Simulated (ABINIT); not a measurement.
# Ge (Fd-3m) in ABINIT: further runs

Runs on Ge. Level: PBEsol. Tasks: single point, relaxation of cell and atoms.

Everything below comes from runs of ABINIT 10.8.3 (patched build). Logs are shortened: lines on timing, memory, paths and dates and some standing lists are left out, and cuts for length are marked. The log counts tension as positive stress, the text compression.

**Measured values to compare with.**

“Electronic and optical properties of SixGe1-x-ySny alloys lattice-matched to Ge”, 2021, arxiv:2109.02782 reports, for a bulk crystal of Ge at 300 K: band gap 0.807 eV (direct).

“Temperature-dependent photoluminescence in Ge: experiment and theory”, 2020, arxiv:2003.00143 reports, for a bulk crystal of Ge at 0 K: band gap 0.744 eV (indirect).

The results are compared with them further down.

## (1) The structure

It takes space group Fd-3m (No. 227, cubic). Conventional cell: a = 5.658 Å, b = 5.658 Å, c = 5.658 Å, α = 90.00°, β = 90.00°, γ = 90.00°. Ge (site symmetry -43m) is surrounded by 4 Ge at 2.45 Å.

## (2) Single point, PBEsol

run.abi reads:

```
pp_dirpath "./"
pseudos "Ge.upf"

acell 4.0006828887 4.0006828887 4.0006828887 Angstrom
rprim
     0.0000000000     0.7071067812     0.7071067812
     0.7071067812     0.0000000000     0.7071067812
     0.7071067812     0.7071067812     0.0000000000
ntypat 1
znucl 32
natom 2
typat 1 1
xred
     0.7500000000     0.7500000000     0.7500000000
     0.5000000000     0.5000000000     0.5000000000

ecut 35.0

kptopt 1
ngkpt 6 6 6
nshiftk 1
shiftk 0.0 0.0 0.0

ixc -116133

nband 18
occopt 3
tsmear 0.05 eV

nstep 100
tolvrs 1.0e-10

iomode 3
prtwf 0
prteig 0
prtebands 0
enunit 1
prtden 1
prtvha 1
prtvclmb 1
prtpot 1
prtelf 1
```

Potentials or basis: PseudoDojo NC SR PBEsol v0.4.1 standard.

Run with:

```bash
$ mpirun --bind-to none -np 4 abinit run.abi > log 2>&1
```

run.abo:

```text
.Version 10.8.3 of ABINIT
 Symmetries : space group Fd -3 m (#227); Bravais cF (face-center cubic)
================================================================================
 Values of the parameters that define the memory need of the present run
     intxc =       0    ionmov =       0      iscf =       7    lmnmax =       6
     lnmax =       6     mgfft =      45  mpssoang =       3    mqgrid =    3001
     natom =       2  nloc_mem =       1    nspden =       1   nspinor =       1
    nsppol =       1      nsym =      48    n1xccc =    2501    ntypat =       1
    occopt =       3   xclevel =       2
       mpw =        3042          nfft =       91125          nkpt =          16
================================================================================
================================================================================

--------------------------------------------------------------------------------
------------- Echo of variables that govern the present computation ------------
--------------------------------------------------------------------------------
 -outvars: echo values of preprocessed input variables --------
            acell      7.5601949762E+00  7.5601949762E+00  7.5601949762E+00 Bohr
              amu      7.26100000E+01
             ecut      3.50000000E+01 Hartree
           enunit           1
              ixc     -116133
         kptrlatt        6    0    0      0    6    0      0    0    6
          kptrlen      4.53611699E+01
            natom           2
            nband          18
            ngfft          45      45      45
             nkpt          16
            nstep         100
             nsym          48
           ntypat           1
           occopt           3
        prtebands           0
           prteig           0
           prtelf           1
           prtpot           1
         prtvclmb           1
           prtvha           1
            prtwf           0
            rprim      0.0000000000E+00  7.0710678120E-01  7.0710678120E-01
                       7.0710678120E-01  0.0000000000E+00  7.0710678120E-01
                       7.0710678120E-01  7.0710678120E-01  0.0000000000E+00
          spgroup         227
           tolvrs      1.00000000E-10
           tsmear      1.83746611E-03 Hartree
            typat      1  1
           xangst      4.2433650000E+00  4.2433650000E+00  4.2433650000E+00
                       2.8289100000E+00  2.8289100000E+00  2.8289100000E+00
            xcart      8.0187977023E+00  8.0187977023E+00  8.0187977023E+00
                       5.3458651349E+00  5.3458651349E+00  5.3458651349E+00
             xred      7.5000000000E-01  7.5000000000E-01  7.5000000000E-01
                       5.0000000000E-01  5.0000000000E-01  5.0000000000E-01
            znucl       32.00000

================================================================================

 chkinp: Checking input parameters for consistency.

================================================================================
== DATASET  1 ==================================================================

--- !DatasetInfo
iteration_state: {dtset: 1, }
dimensions: {natom: 2, nkpt: 16, mband: 18, nsppol: 1, nspinor: 1, nspden: 1, mpw: 3042, }
cutoff_energies: {ecut:  35.0, pawecutdg:  -1.0, }
electrons: {nelect:   2.80000000E+01, charge:   0.00000000E+00, occopt:   3.00000000E+00, tsmear:   1.83746611E-03, }
meta: {optdriver: 0, ionmov: 0, optcell: 0, iscf: 7, paral_kgb: 0, }
...

 Real(R)+Recip(G) space primitive vectors, cartesian coordinates (Bohr,Bohr^-1):
 R(1)=  0.0000000  5.3458651  5.3458651  G(1)= -0.0935302  0.0935302  0.0935302
 R(2)=  5.3458651  0.0000000  5.3458651  G(2)=  0.0935302 -0.0935302  0.0935302
 R(3)=  5.3458651  5.3458651  0.0000000  G(3)=  0.0935302  0.0935302 -0.0935302
 Unit cell volume ucvol=  3.0555120E+02 bohr^3
 Angles (23,13,12)=  6.00000000E+01  6.00000000E+01  6.00000000E+01 degrees

 getcut: wavevector=  0.0000  0.0000  0.0000  ngfft=  45  45  45
         ecut(hartree)=     35.000   => boxcut(ratio)=   2.18535

--- Pseudopotential description ------------------------------------------------
- pspini: atom type   1  psp file is ./Ge.upf
12 -116133 2 -1 1560                          pspcod,pspxc,lmax,lloc,mmax
     nproj     2     2     2

   1.72858076E+03                                ecore*ucvol(ha*bohr**3)
--------------------------------------------------------------------------------

================================================================================

--- !BeginCycle
iteration_state: {dtset: 1, }
solver: {iscf: 7, nstep: 100, nline: 4, wfoptalg: 0, }
tolerances: {tolvrs: 1.00E-10, }
...

     iter   Etot(hartree)      deltaE(h)  residm     vres2
 ETOT  1  -176.67301312100    -1.767E+02 8.178E-01 1.316E+02
 ETOT  2  -178.37120629385    -1.698E+00 1.953E-02 2.029E+02
 ETOT  3  -178.39499714554    -2.379E-02 5.007E-03 4.496E+01
 ETOT  4  -178.39783321477    -2.836E-03 9.663E-04 2.303E+01
 ETOT  5  -178.40076011401    -2.927E-03 7.853E-04 2.788E-02
 ETOT  6  -178.40076341612    -3.302E-06 5.533E-05 1.084E-03
 ETOT  7  -178.40076353016    -1.140E-07 5.903E-05 3.888E-05
 ETOT  8  -178.40076353504    -4.881E-09 3.246E-06 8.824E-07
 ETOT  9  -178.40076353515    -1.053E-10 3.967E-06 2.430E-09
 ETOT 10  -178.40076353516    -7.475E-12 2.144E-07 1.998E-12

 At SCF step   10       vres2   =  2.00E-12 < tolvrs=  1.00E-10 =>converged.

 Compute ELF
--------------------------------------------------------------------------------

 Compute kinetic energy density

 Compute gradient of the electron density
 Electron Localization Function (ELF) [min:0;max:1]
)     Maximum=    7.7716E-01  at reduced coord.    0.6222    0.6222    0.6222
)     Minimum=    1.4534E-07  at reduced coord.    0.7556    0.7556    0.7333
   Integrated=    9.2487E+01

--------------------------------------------------------------------------------
 End of ELF section

 Cartesian components of stress tensor (hartree/bohr^3)
  sigma(1 1)=  4.12265487E-05  sigma(3 2)=  0.00000000E+00
  sigma(2 2)=  4.12265487E-05  sigma(3 1)=  0.00000000E+00
  sigma(3 3)=  4.12265487E-05  sigma(2 1)=  0.00000000E+00

--- !ResultsGS
iteration_state: {dtset: 1, }
comment   : Summary of ground state results
lattice_vectors:
- [  0.0000000,   5.3458651,   5.3458651, ]
- [  5.3458651,   0.0000000,   5.3458651, ]
- [  5.3458651,   5.3458651,   0.0000000, ]
lattice_lengths: [   7.56019,    7.56019,    7.56019, ]
lattice_angles: [ 60.000,  60.000,  60.000, ] # degrees, (23, 13, 12)
lattice_volume:   3.0555120E+02
convergence: {deltae: -7.475E-12, res2:  1.998E-12, residm:  2.144E-07, diffor: null, }
etotal    :  -1.78400764E+02
entropy   :   0.00000000E+00
fermie    :   1.45024536E-01
cartesian_stress_tensor: # hartree/bohr^3
- [  4.12265487E-05,   0.00000000E+00,   0.00000000E+00, ]
- [  0.00000000E+00,   4.12265487E-05,   0.00000000E+00, ]
- [  0.00000000E+00,   0.00000000E+00,   4.12265487E-05, ]
pressure_GPa:  -1.2129E+00
xred      :
- [  7.5000E-01,   7.5000E-01,   7.5000E-01, Ge]
- [  5.0000E-01,   5.0000E-01,   5.0000E-01, Ge]
cartesian_forces: # hartree/bohr
- [ -2.51843729E-29,  -1.25921865E-29,  -0.00000000E+00, ]
- [  2.51843729E-29,   1.25921865E-29,  -0.00000000E+00, ]
force_length_stats: {min:   2.81569849E-29, max:   2.81569849E-29, mean:   2.81569849E-29, }
...

 Integrated electronic density in atomic spheres:
 ------------------------------------------------
 Atom  Sphere_radius  Integrated_density
    1        2.00000         11.55816886
    2        2.00000         11.56182534
================================================================================

 ----iterations are completed or convergence reached----

 Mean square residual over all n,k,spin=   14.524E-10; max=  21.440E-08
 reduced coordinates (array xred) for    2 atoms
       0.750000000000      0.750000000000      0.750000000000
       0.500000000000      0.500000000000      0.500000000000
 rms dE/dt=  2.0565E-28; max dE/dt=  0.0000E+00; dE/dt below (all hartree)
    1       0.000000000000      0.000000000000      0.000000000000
    2      -0.000000000000     -0.000000000000     -0.000000000000

 cartesian coordinates (angstrom) at end:
    1      4.24336500004586     4.24336500004586     4.24336500004586
    2      2.82891000003057     2.82891000003057     2.82891000003057

 cartesian forces (hartree/bohr) at end:
    1     -0.00000000000000    -0.00000000000000    -0.00000000000000
    2      0.00000000000000     0.00000000000000    -0.00000000000000
 frms,max,avg= 1.6256443E-29 2.5184373E-29   0.000E+00  0.000E+00  0.000E+00 h/b

 cartesian forces (eV/Angstrom) at end:
    1     -0.00000000000000    -0.00000000000000    -0.00000000000000
    2      0.00000000000000     0.00000000000000    -0.00000000000000
 frms,max,avg= 8.3593990E-28 1.2950325E-27   0.000E+00  0.000E+00  0.000E+00 e/A
 length scales=  7.560194976249  7.560194976249  7.560194976249 bohr
              =  4.000682888700  4.000682888700  4.000682888700 angstroms
 Fermi (or HOMO) energy (eV) =   3.94632   Average Vxc (eV)= -10.24024
 Eigenvalues (   eV  ) for nkpt=  16  k points:
 kpt#   1, nband= 18, wtk=  0.00463, kpt=  0.0000  0.0000  0.0000 (reduced coord)
 -20.92637  -20.92637  -20.92637  -20.88993  -20.88993  -20.67898  -20.67898  -20.67898
 -20.66701  -20.66701   -8.86959    3.91010    3.92501    3.92501    3.92501    6.45705
   6.45705    6.45705
 prteigrs : prtvol=0 or 1, do not print more k-points.

--- !EnergyTerms
iteration_state     : {dtset: 1, }
comment             : Components of total free energy in Hartree
kinetic             :  1.33971736112047E+02
hartree             :  5.53084623630798E+01
xc                  : -4.31921865967708E+01
Ewald energy        : -9.87503790321150E+01
psp_core            :  5.65725407180514E+00
local_psp           : -1.37078715417192E+02
non_local_psp       : -9.43168628324805E+01
internal            : -1.78400691331626E+02
'-kT*entropy'       : -7.22035291944368E-05
total_energy        : -1.78400763535156E+02
total_energy_eV     : -4.85453208313304E+03
band_energy         : -1.57907038895736E+01
...

 Cartesian components of stress tensor (hartree/bohr^3)
  sigma(1 1)=  4.12265487E-05  sigma(3 2)=  0.00000000E+00
  sigma(2 2)=  4.12265487E-05  sigma(3 1)=  0.00000000E+00
  sigma(3 3)=  4.12265487E-05  sigma(2 1)=  0.00000000E+00

-Cartesian components of stress tensor (GPa)         [Pressure= -1.2129E+00 GPa]
- sigma(1 1)=  1.21292694E+00  sigma(3 2)=  0.00000000E+00
- sigma(2 2)=  1.21292694E+00  sigma(3 1)=  0.00000000E+00
- sigma(3 3)=  1.21292694E+00  sigma(2 1)=  0.00000000E+00

== END DATASET(S) ==============================================================
================================================================================

 -outvars: echo values of variables after computation  --------
            acell      7.5601949762E+00  7.5601949762E+00  7.5601949762E+00 Bohr
           etotal     -1.7840076354E+02
            fcart     -2.5184372924E-29 -1.2592186462E-29 -0.0000000000E+00
                       2.5184372924E-29  1.2592186462E-29 -0.0000000000E+00
            rprim      0.0000000000E+00  7.0710678120E-01  7.0710678120E-01
                       7.0710678120E-01  0.0000000000E+00  7.0710678120E-01
                       7.0710678120E-01  7.0710678120E-01  0.0000000000E+00
           strten      4.1226548663E-05  4.1226548663E-05  4.1226548663E-05
                       0.0000000000E+00  0.0000000000E+00  0.0000000000E+00
           xangst      4.2433650000E+00  4.2433650000E+00  4.2433650000E+00
                       2.8289100000E+00  2.8289100000E+00  2.8289100000E+00
             xred      7.5000000000E-01  7.5000000000E-01  7.5000000000E-01
                       5.0000000000E-01  5.0000000000E-01  5.0000000000E-01
 Calculation completed.
```

Wall time 24 s (4 MPI ranks of Intel Xeon at 2.50GHz (Skylake/Cascade Lake), shared host); peak memory 0.32 GiB.

What came out:

```
Free energy                                           : -4854.5321 eV
Pressure                                              : -1.2 GPa
Band gap on the k mesh                                : none (metal or under the smearing width)
Valence electrons inside the program's atomic spheres : Ge 11.56 (radii [1.0584] Å)
```

Caveat: this crystal is a semiconductor, whose small gap the functional closes, so the metal is an error of the method.

## (3) Single point, PBEsol

run.abi reads:

```
# Pseudopotentials
pp_dirpath "./"
pseudos "Ge.upf"

# Structure
acell 3*1.0 Angstrom
rprim
     0.0000000000     2.8289100000     2.8289100000
     2.8289100000     0.0000000000     2.8289100000
     2.8289100000     2.8289100000     0.0000000000
ntypat 1
znucl 32
natom 2
typat 1 1
xred
     0.7500000000     0.7500000000     0.7500000000
     0.5000000000     0.5000000000     0.5000000000

# Plane-wave basis
ecut 952.398519 eV

# k points
kptopt 1
ngkpt 6 6 6
nshiftk 1
shiftk 0.0 0.0 0.0

# Exchange and correlation
ixc -116133

# Bands and occupations
nband 18
occopt 3
tsmear 0.00183747

# SCF cycle
nstep 100
tolvrs 1.0e-10

# Output
iomode 3
prtwf 0
prtden 0
prteig 0
prtebands 0
enunit 1
prtvol 2
```

Potentials or basis: PseudoDojo NC SR PBEsol v0.4.1 standard.

Run with:

```bash
$ mpirun --bind-to none -np 4 abinit run.abi > log 2>&1
```

run.abo:

```text
.Version 10.8.3 of ABINIT
 Symmetries : space group Fd -3 m (#227); Bravais cF (face-center cubic)
================================================================================
 Values of the parameters that define the memory need of the present run
     intxc =       0    ionmov =       0      iscf =       7    lmnmax =       6
     lnmax =       6     mgfft =      45  mpssoang =       3    mqgrid =    3001
     natom =       2  nloc_mem =       1    nspden =       1   nspinor =       1
    nsppol =       1      nsym =      48    n1xccc =    2501    ntypat =       1
    occopt =       3   xclevel =       2
       mpw =        3042          nfft =       91125          nkpt =          16
================================================================================
================================================================================

--------------------------------------------------------------------------------
------------- Echo of variables that govern the present computation ------------
[... 319 lines left out ...]
- sigma(3 3)=  1.21292692E+00  sigma(2 1)=  0.00000000E+00

== END DATASET(S) ==============================================================
================================================================================

 -outvars: echo values of variables after computation  --------
            acell      1.8897261259E+00  1.8897261259E+00  1.8897261259E+00 Bohr
           etotal     -1.7840076354E+02
            fcart      3.1480466155E-29  3.1480466155E-29  6.2960932310E-30
                      -3.1480466155E-29 -3.1480466155E-29 -6.2960932310E-30
            rprim      0.0000000000E+00  2.8289100000E+00  2.8289100000E+00
                       2.8289100000E+00  0.0000000000E+00  2.8289100000E+00
                       2.8289100000E+00  2.8289100000E+00  0.0000000000E+00
           strten      4.1226548043E-05  4.1226548043E-05  4.1226548043E-05
                       0.0000000000E+00  0.0000000000E+00  0.0000000000E+00
           xangst      4.2433650000E+00  4.2433650000E+00  4.2433650000E+00
                       2.8289100000E+00  2.8289100000E+00  2.8289100000E+00
             xred      7.5000000000E-01  7.5000000000E-01  7.5000000000E-01
                       5.0000000000E-01  5.0000000000E-01  5.0000000000E-01
 Calculation completed.
```

Wall time 10 s (4 MPI ranks of Arm Neoverse V1, shared host); peak memory 0.32 GiB.

Results:

| Quantity | Value |
| --- | --- |
| Free energy | -4854.5321 eV |
| Pressure | -1.2 GPa |
| Band gap on the k mesh | none (metal or under the smearing width) |
| Valence electrons inside the program's atomic spheres | Ge 11.56 (radii [1.0584] Å) |

Caveat: this crystal is a semiconductor, whose small gap the functional closes, so the metal is an error of the method.

[end of part 1 of 2]
